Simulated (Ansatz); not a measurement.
**ZrO2: response to equal strain of all cell vectors**

A series on ZrO2: equal strain of all cell vectors, -4.5 to +4.5 %; the shape is held and the atoms relax. Wanted: energy, stress and any gap along the series.

Method: DFT PBE, scalar-relativistic, plane waves, PAW, in Ansatz 0.2.0.

2 further runs of the same task are left out: 2 set aside as unsound or not needed.

## 1. The structure to begin with

The structure is cubic, space group Fm-3m (No. 225). Conventional cell: a = 5.116 Å, b = 5.116 Å, c = 5.116 Å, α = 90.00°, β = 90.00°, γ = 90.00°. Zr (site symmetry m-3m) has 8 O at 2.22 Å as nearest neighbours. O (site symmetry -43m) is surrounded by 4 Zr at 2.22 Å.

Structure file:

```cif
data_structure
_symmetry_space_group_name_H-M 'Fm-3m'
_symmetry_Int_Tables_number 225
_cell_length_a 5.1158
_cell_length_b 5.1158
_cell_length_c 5.1158
_cell_angle_alpha 90.000
_cell_angle_beta 90.000
_cell_angle_gamma 90.000
_cell_volume 133.89
loop_
_atom_site_label
_atom_site_type_symbol
_atom_site_symmetry_multiplicity
_atom_site_Wyckoff_symbol
_atom_site_fract_x
_atom_site_fract_y
_atom_site_fract_z
_atom_site_occupancy
Zr1 Zr 4 a 0.00000 0.00000 0.00000 1
O1 O 8 c 0.75000 0.75000 0.25000 1
```

It goes back to an entry of the Materials Project, which need not be the stable form.

The unstrained cell was computed beforehand with the same settings: E(σ→0) = -10647.6406 eV for 6 atoms, gap 3.32 eV over the zone.

## 2. Strain -1.5 %

Contents of input.yaml:

```yaml
crystal:
  lattice:
    - [2.5195454684, 2.5195454684, 0.0]
    - [-2.5195454684, 2.5195454684, 0.0]
    - [0.0, 0.0, 5.0390909368]
  atoms:
    - { symbol: Zr, position: [0.0, 0.0, 0.0] }
    - { symbol: Zr, position: [0.5, 0.5, 0.5] }
    - { symbol: O, position: [0.0, 0.5, 0.75] }
    - { symbol: O, position: [0.5, 0.0, 0.75] }
    - { symbol: O, position: [0.5, 0.0, 0.25] }
    - { symbol: O, position: [0.0, 0.5, 0.25] }
basis:
  ecutwfc: 420
kpoints:
  mp_grid: { grid: [6, 6, 6] }
hamiltonian:
  xc: pbe
scf:
  occupations: { method: gaussian, width: 0.02 }
output:
  forces: true
  stress: true
  eigenvalues: true
```

Launch:

```
> ansatz run input.yaml --threads 1 --pin off --max-ram 2560MiB --backend cpu --events-out ev --progress --plain --runs-dir out
```

The session goes on with these runs: the gap over the whole zone at -1.5 %; strain +1.5 %; seeking the band edges at +1.5 %; strain -3.0 %; the gap over the whole zone at -3.0 %; strain +3.0 %; band edges over the zone at +3.0 %; At -4.5 %; the gap over the whole zone at -4.5 %; At +4.5 %; band edges over the zone at +4.5 %.

**Question.** What will these runs give? Wanted: (1/V) d²E/dε² at zero strain, cubic fit; gap shift, negative and positive side.

The runs gave:

| quantity | value |
| --- | --- |
| largest energy cost | 174.0 meV/atom at -4.5 % |
| (1/V) d²E/dε² at zero strain, cubic fit | 2159 GPa |
| gap shift, negative and positive side | -84, -83 meV per % |

From the curvature follows nine times the bulk modulus at fixed shape: 2159 GPa. Compression by 4.5 % costs 174.0 meV/atom and stretching 130.1. The gap runs from 3.69 eV at -4.5 % through 3.32 to 2.94 eV at +4.5 %.
